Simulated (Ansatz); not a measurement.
A (100) slab of Ta (Fm-3m (No. 225)), 6 planes, outer planes Ta (top) and Ta (bottom), with 6 atoms (Ta6) in a surface cell of A = 8.917 Å², as cut from the bulk:

```xyz
6
Lattice="2.9861 0.0000 0.0000 0.0000 2.9861 0.0000 0.0000 0.0000 25.5575" Properties=species:S:1:pos:R:3 pbc="T T T"
Ta    1.4931    1.4931    7.5000
Ta    0.0000    0.0000    9.6115
Ta    1.4931    1.4931   11.7230
Ta    0.0000    0.0000   13.8345
Ta    1.4931    1.4931   15.9460
Ta    0.0000    0.0000   18.0575
```

The calculation used DFT PBE, scalar-relativistic, plane waves, PAW in Ansatz. Cutoff 420 eV; k points 12×12×1 on the computed 6-atom cell (Γ-centred); Gaussian smearing, width 0.10 eV; no spin polarisation. The cell repeats along c with a dipole correction in the vacuum.

Against the same 6 atoms in the bulk, the slab as cut lies 2.660 eV higher and the relaxed slab 2.560 eV higher.

Question: Work out the surface energy before and after relaxation.

Answer: The slab has two faces, so γ = (E_slab − N·E_bulk)/(2A), the mean of both. As cut: 2.660/(2 × 8.917) = 0.1492 eV/Å², and 1 eV/Å² = 16.02 J/m², so γ = 2.39 J/m². Relaxed: 2.560/(2 × 8.917) = 0.1435 eV/Å² = 2.30 J/m². Relaxation recovers 4 % of the cost of cutting.

Question: A cut through this plane breaks about 4 nearest-neighbour bonds a surface cell. What does each broken bond cost, before relaxation?

Answer: One cut makes two faces and costs 2γA = 2.660 eV, shared by 4 bonds: 0.67 eV a bond. In a metal this is less than the cohesive energy a bond, since the bonds that remain at the surface strengthen.

Question: What is the ideal work of this cut, per area?

Answer: Griffith's ideal work is 2γ: 4.78 J/m² if the new faces stay rigid, 4.60 J/m² if they relax. One thickness was run, 6 planes, so γ can still shift with it.

The reference crystal is the fcc form of Ta, which isn't its usual structure.